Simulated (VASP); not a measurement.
# Ti (P6/mmm) in VASP: further runs

The runs below take Ti through single point, with PBE.

All numbers are computed with VASP 6.6.1; they aren't measurements. Logs are shortened: lines on timing, memory, paths and dates and some standing lists are left out, and cuts for length are marked.

## (1) Starting point

Symmetry: P6/mmm, No. 191, hexagonal system. Conventional cell: a = 4.567 Å, b = 4.567 Å, c = 2.826 Å, α = 90.00°, β = 90.00°, γ = 120.00°. Ti (site symmetry -6m2) is surrounded by 11 Ti at 2.64 to 2.99 Å. Around Ti (site symmetry 6/mmm) lie 14 Ti at 2.83 to 2.99 Å.

This isn't the form of Ti at room conditions, which is hcp.

## (2) Single point, PBE

File INCAR:

```
SYSTEM = Ti
PREC     = Accurate       ! precision mode
ENCUT    = 400            ! plane-wave cutoff, eV
EDIFF    = 1E-6           ! SCF threshold, eV
ISMEAR   = 0              ! smearing method
SIGMA    = 0.1            ! smearing width, eV
LREAL    = .False.        ! projectors in reciprocal space
LASPH    = .True.         ! aspherical terms in the spheres
NELM     = 100            ! most SCF steps
ALGO     = Normal         ! electronic algorithm
ISIF     = 2              ! what is computed and relaxed
LWAVE    = .False.        ! write WAVECAR
LCHARG   = .False.        ! write CHGCAR
GGA      = PE             ! functional
NBANDS   = 13             ! bands
ADDGRID  = .False.
```

File KPOINTS:

```
Automatic mesh
0
Gamma
  12 12 17
  0 0 0
```

File POSCAR:

```
Ti
1.0
    4.5673748306      0.0000000000      0.0000000000
   -2.2836874153      3.9554626319      0.0000000000
    0.0000000000      0.0000000000      2.8262442700
Ti
3
Direct
    0.6535550000      0.3369470000      0.4982190000
    0.3492570000      0.6782810000      0.5288300000
    0.0014220000     -0.0021490000     -0.0037100000
```

Potentials or basis: VASP PAW PBE potentials, release 64 (Ti).

Launch:

```console
cat potpaw_PBE.64/Ti/POTCAR > POTCAR
mpirun -np 1 vasp_std > vasp.out
```

OUTCAR:

```text
SYSTEM = Ti
   PREC = Accurate
   ENCUT = 400
   EDIFF = 1E-6
   ISMEAR = 0
   LREAL = .False.
   LASPH = .True.
   NELM = 100
   ISIF = 2
   GGA = PE

 Found   1226 irreducible k-points:

 Following reciprocal coordinates:
            Coordinates               Weight
  0.000000  0.000000  0.000000      1.000000
  0.083333  0.000000  0.000000      2.000000
  0.000000  0.083333  0.000000      2.000000
 -0.083333  0.083333  0.000000      2.000000
  0.166667  0.000000  0.000000      2.000000
  0.000000  0.166667  0.000000      2.000000
   k-points           NKPTS =   1226   k-points in BZ     NKDIM =   1226   number of bands    NBANDS=     13
   number of dos      NEDOS =    301   number of ions     NIONS =      3
   total plane-waves  NPLWV =  16200
   dimension x,y,z NGX =    30 NGY =   30 NGZ =   18
   dimension x,y,z NGXF=    60 NGYF=   60 NGZF=   36
   ions per type =               3
   NGX,Y,Z   is equivalent  to a cutoff of  10.92, 10.92, 10.59 a.u.
   NGXF,Y,Z  is equivalent  to a cutoff of  21.84, 21.84, 21.18 a.u.
 SYSTEM =  Ti
   PREC   = accura    normal or accurate (medium, high low for compatibility)
   ISTART =      0    job   : 0-new  1-cont  2-samecut
   ICHARG =      2    charge: 1-file 2-atom 10-const
   ISPIN  =      1    spin polarized calculation?
   LNONCOLLINEAR =      F non collinear calculations
   LSORBIT =      F    spin-orbit coupling
   LASPH  =      T    aspherical Exc in radial PAW
   ENCUT  =  400.0 eV  29.40 Ry    5.42 a.u.   7.45  7.45  4.61*2*pi/ulx,y,z
   NELM   =    100;   NELMIN=  2; NELMDL= -5     # of ELM steps
   EDIFF  = 0.1E-05   stopping-criterion for ELM
   LREAL  =      F    real-space projection
   EDIFFG = 0.1E-04   stopping-criterion for IOM
   NSW    =      0    number of steps for IOM
   IBRION =     -1    ionic relax: 0-MD 1-quasi-New 2-CG
   NFREE  =      0    steps in history (QN), initial steepest desc. (CG)
   ISIF   =      2    stress and relaxation
   ISYM   =      2    0-nonsym 1-usesym 2-fastsym
   POTIM  = 0.5000    time-step for ionic-motion
   TEBEG  =    0.0;   TEEND  =   0.0 temperature during run
   PSTRESS=    0.0 pullay stress
   NELECT =      12.0000    total number of electrons
   NUPDOWN=      -1.0000    fix difference up-down
   EMIN   =  10.00;   EMAX   =-10.00  energy-range for DOS
   EFERMI =   0.00;   METHOD = LEGACY
   ISMEAR =     0;   SIGMA  =   0.10  broadening in eV -4-tet -1-fermi 0-gaus
   EFERMI_NEDOS =   21; number of points for ismear=-14 and -15
   IALGO  =     38    algorithm
   IMIX   =      4    mixing-type and parameters
     AMIX     =   0.40;   BMIX     =  1.00
     AMIX_MAG =   1.60;   BMIX_MAG =  1.00
  volume/ion in A,a.u.               =      17.02       114.85
  Fermi-wavevector in a.u.,A,eV,Ry     =   1.010285  1.909162 13.887145  1.020676
  Thomas-Fermi vector in A             =   2.143265
   LORBIT       =      0    0 simple, 1 ext, 2 COOP (PROOUT), +10 PAW based schemes
   GGA     = PE    functional components
   LHFCALC =     F    Hartree Fock is set to
   AEXX    =    0.0000 exact exchange contribution
   IVDW    =     0    specifies the selected vdW correction
   LEPSILON=     F    determine dielectric tensor
   LRPA    =     F    only Hartree local field effects (RPA)
 non-spin polarized calculation
 Gauss-broadening in eV      SIGMA  =   0.10
  energy-cutoff  :      400.00
  volume of cell :       51.06
 maximum number of plane-waves:       946
 NGX is ok and might be reduce to    30
   NGX = 15   NGY = 15   NGZ =  9

 number of electron      12.0000002 magnetization

 Free energy of the ion-electron system (eV)
  ---------------------------------------------------
  ext. energy  EPLUGINS =         0.00000000
  ---------------------------------------------------
  free energy    TOTEN  =       -23.30278661 eV

  energy without entropy =      -23.28846246  energy(sigma->0) =      -23.29562454

 E-fermi :   3.0453     XC(G=0): -11.1503

 val. band max:        3.0446415125   @ k =  -0.4167   0.4167   0.1176
 cond. band min:       3.0459220536   @ k =   0.4167  -0.4167   0.1176
 fundamental gap:      0.0012805411
 Fermi energy:         3.0452811604

 k-point     1 :       0.0000    0.0000    0.0000
  band No.  band energies     occupation
      1      -2.9627      2.00000
      2       1.1132      2.00000
      3       2.3063      2.00000
      4       2.3942      2.00000
      5       2.4118      2.00000
      6       2.5008      2.00000
      7       3.0302      1.16931
      8       3.6884      0.00000
      9       4.3027      0.00000
     10       4.3294      0.00000
     11       4.7095      0.00000
     12       4.8393      0.00000
     13       4.9634      0.00000

 k-point     2 :       0.0833    0.0000    0.0000
  band No.  band energies     occupation
      1      -2.8816      2.00000
      2       1.1202      2.00000
      3       2.0564      2.00000
      4       2.2784      2.00000
      5       2.4779      2.00000
      6       2.6191      2.00000
      7       3.1184      0.30132
      8       3.7017      0.00000
      9       4.2646      0.00000
     10       4.3609      0.00000
     11       4.6045      0.00000
     12       4.7251      0.00000
     13       5.1133      0.00000

 k-point     3 :       0.0000    0.0833    0.0000
  band No.  band energies     occupation
      1      -2.8817      2.00000
      2       1.1179      2.00000
      3       2.0848      2.00000
      4       2.2655      2.00000
      5       2.3942      2.00000
      6       2.6507      2.00000
      7       3.1391      0.18442
      8       3.7074      0.00000
      9       4.2515      0.00000
     10       4.3874      0.00000
     11       4.5660      0.00000
     12       4.8105      0.00000
     13       5.0349      0.00000

 k-point     4 :      -0.0833    0.0833    0.0000
  band No.  band energies     occupation
      1      -2.8818      2.00000
      2       1.1168      2.00000
      3       2.1120      2.00000
      4       2.2400      2.00000
      5       2.3926      2.00000
      6       2.6367      2.00000
      7       3.1426      0.16866
      8       3.7173      0.00000
      9       4.2714      0.00000
     10       4.3692      0.00000
     11       4.5816      0.00000
     12       4.7604      0.00000
     13       5.0889      0.00000

 k-point     5 :       0.1667    0.0000    0.0000
  band No.  band energies     occupation
      1      -2.6426      2.00000
      2       1.1013      2.00000
      3       1.6665      2.00000
      4       2.2365      2.00000
      5       2.3110      2.00000
      6       2.9087      1.94655
      7       3.2303      0.00889
      8       3.7132      0.00000
      9       4.1084      0.00000
     10       4.4205      0.00000
     11       4.5017      0.00000
     12       4.6400      0.00000
     13       5.3535      0.00000

 k-point     6 :       0.0000    0.1667    0.0000
  band No.  band energies     occupation
      1      -2.6429      2.00000
      2       1.0822      2.00000
      3       1.7249      2.00000
      4       2.1705      2.00000
      5       2.2169      2.00000
      6       2.9154      1.93375
      7       3.2838      0.00074
      8       3.7282      0.00000
      9       4.1106      0.00000
     10       4.3891      0.00000
     11       4.5627      0.00000
     12       4.6775      0.00000
     13       5.2982      0.00000

 [... further k-points ...]
[... 5 lines left out ...]
  --------------------------------------------------------------------------------------
  -------------------------------------------------------------------------------------
  Total       -0.2521900     -0.3699506     -0.2264188      0.0820294      0.0434081      0.0235900
  in kB       -7.9134323    -11.6086208     -7.1047593      2.5739863      1.3620960      0.7402260
  external PRESSURE =      -8.8756042 kB  Pullay stress =       0.0000000 kB

 VOLUME and BASIS-vectors are now :
 -----------------------------------------------------------------------------
  energy-cutoff  :      400.00
  volume of cell :       51.06
      direct lattice vectors                 reciprocal lattice vectors
     4.567374831  0.000000000  0.000000000     0.218944150  0.126407464  0.000000000
    -2.283687415  3.955462632  0.000000000     0.000000000  0.252814928  0.000000000
     0.000000000  0.000000000  2.826244270     0.000000000  0.000000000  0.353826458

 POSITION                                       TOTAL-FORCE (eV/Angst)
 -----------------------------------------------------------------------------------
      2.21555      1.33278      1.40809         0.288018     -0.026614      0.006059
      0.04621      2.68292      1.49460        -0.257565     -0.048435     -0.267639
     -2.27228      3.94696      2.81576        -0.030453      0.075049      0.261580
 -----------------------------------------------------------------------------------
    total drift:                               -0.000050      0.000009      0.000016

  FREE ENERGIE OF THE ION-ELECTRON SYSTEM (eV)
  ---------------------------------------------------
  free  energy   TOTEN  =       -23.3027866092 eV

  energy  without entropy=      -23.2884624642  energy(sigma->0) =      -23.29562454
```

It took 5.3 min on 1 thread of Intel Xeon Platinum 8488C (Sapphire Rapids), shared host; peak memory 0.54 GiB.

The run converged, but some of its settings lie outside the range that counts as converged, so its numbers aren't taken as properties of the crystal.

What came out:

```
Free energy            : -23.3028 eV
Pressure               : -0.9 GPa
Largest force          : 0.375 eV/Å
Band gap on the k mesh : none (metal or under the smearing width)
```

## (3) Single point, PBE

Changes to INCAR since step 2:

```diff
@@ -5,3 +5,3 @@
 ISMEAR   = 0              ! smearing method
-SIGMA    = 0.1            ! smearing width, eV
+SIGMA    = 0.05           ! smearing width, eV
 LREAL    = .False.        ! projectors in reciprocal space
```

KPOINTS is that of step 2.

File POSCAR:

```
Ti
1.0
    4.5673748306      0.0000000000      0.0000000000
   -2.2836874153      3.9554626319      0.0000000000
    0.0000000000      0.0000000000      2.8262442700
Ti
3
Direct
    0.6666666667      0.3333333333      0.5000000000
    0.3333333333      0.6666666667      0.5000000000
    0.0000000000      0.0000000000      0.0000000000
```

Potentials or basis: VASP PAW PBE potentials, release 64 (Ti).

Launch:

```console
cat potpaw_PBE.64/Ti/POTCAR > POTCAR
mpirun -np 1 vasp_std > vasp.out
```

OUTCAR:

```text
SYSTEM = Ti
   PREC = Accurate
   ENCUT = 400
   EDIFF = 1E-6
   ISMEAR = 0
   LREAL = .False.
   LASPH = .True.
   NELM = 100
   ISIF = 2
   GGA = PE

 Found    171 irreducible k-points:

 Following reciprocal coordinates:
            Coordinates               Weight
  0.000000  0.000000  0.000000      1.000000
  0.083333  0.000000  0.000000      6.000000
  0.166667  0.000000  0.000000      6.000000
  0.250000  0.000000  0.000000      6.000000
  0.333333  0.000000  0.000000      6.000000
  0.416667  0.000000  0.000000      6.000000
   k-points           NKPTS =    171   k-points in BZ     NKDIM =    171   number of bands    NBANDS=     13
[... 169 lines left out ...]

 [... further k-points ...]
[... 5 lines left out ...]
  --------------------------------------------------------------------------------------
  -------------------------------------------------------------------------------------
  Total       -0.3643155     -0.3643155     -0.3791428      0.0000000      0.0000000      0.0000000
  in kB      -11.4317981    -11.4317981    -11.8970638      0.0000000      0.0000000      0.0000000
  external PRESSURE =     -11.5868867 kB  Pullay stress =       0.0000000 kB

 VOLUME and BASIS-vectors are now :
 -----------------------------------------------------------------------------
  energy-cutoff  :      400.00
  volume of cell :       51.06
      direct lattice vectors                 reciprocal lattice vectors
     4.567374831  0.000000000  0.000000000     0.218944150  0.126407464  0.000000000
    -2.283687415  3.955462632  0.000000000     0.000000000  0.252814928  0.000000000
     0.000000000  0.000000000  2.826244270     0.000000000  0.000000000  0.353826458

 POSITION                                       TOTAL-FORCE (eV/Angst)
 -----------------------------------------------------------------------------------
      2.28369      1.31849      1.41312         0.000000      0.000000     -0.000000
     -0.00000      2.63698      1.41312        -0.000000     -0.000000      0.000000
      0.00000      0.00000      0.00000        -0.000000      0.000000      0.000000
 -----------------------------------------------------------------------------------
    total drift:                               -0.000000      0.000000      0.000000

  FREE ENERGIE OF THE ION-ELECTRON SYSTEM (eV)
  ---------------------------------------------------
  free  energy   TOTEN  =       -23.3286830996 eV

  energy  without entropy=      -23.3253491911  energy(sigma->0) =      -23.32701615
```

Wall time 98 s (1 thread of Intel Xeon Platinum 8488C (Sapphire Rapids), shared host); peak memory 0.19 GiB.

These settings aren't checked as converged: the numbers below hold their error.

What came out:

```yaml
Free_energy: -23.3287 eV
Pressure: -1.2 GPa
Band_gap_on_the_k_mesh: none (metal or under the smearing width)
```
